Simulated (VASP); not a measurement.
## LiCl (rocksalt): one r²SCAN single-point calculation in two programs

```
Li Cl
1.0
     0.00000    2.55604    2.55604
     2.55604    0.00000    2.55604
     2.55604    2.55604    0.00000
Li Cl
1 1
Direct
  0.00000 0.00000 0.00000
  0.50000 0.50000 0.50000
```

Datasets and cutoffs are each program's own. VASP's cell holds 10 valence electrons and Ansatz's 10. Ansatz's stress includes a Pulay correction; VASP's doesn't.

Cutoffs: 520 eV in VASP, 500 eV in Ansatz. k meshes: 8×8×8 and 8×8×8.

```
                               VASP   Ansatz
gap between bands v and c   7.36 eV  7.29 eV
         least direct gap   7.36 eV  7.29 eV
                 pressure  -0.5 GPa  0.0 GPa
```

Band v is the last that the valence electrons fill when counted band by band, and c is the next. Levels in eV from the top of v, Ansatz:

| point | v−1 | v | c | c+1 |
| --- | --- | --- | --- | --- |
| Γ | 0.00 | 0.00 | 7.29 | 12.51 |
| X | -1.14 | -1.14 | 8.62 | 8.85 |
| W | -2.18 | -1.10 | 10.34 | 11.07 |
| K | -1.84 | -0.86 | 8.81 | 10.69 |
| L | -0.28 | -0.28 | 7.54 | 10.25 |

VASP:

| point | v−1 | v | c | c+1 |
| --- | --- | --- | --- | --- |
| Γ | 0.00 | 0.00 | 7.36 | 12.67 |
| X | -1.14 | -1.14 | 8.79 | 8.91 |
| W | -2.19 | -1.09 | 10.52 | 11.10 |
| K | -1.83 | -0.86 | 8.90 | 10.81 |
| L | -0.28 | -0.28 | 7.55 | 10.32 |
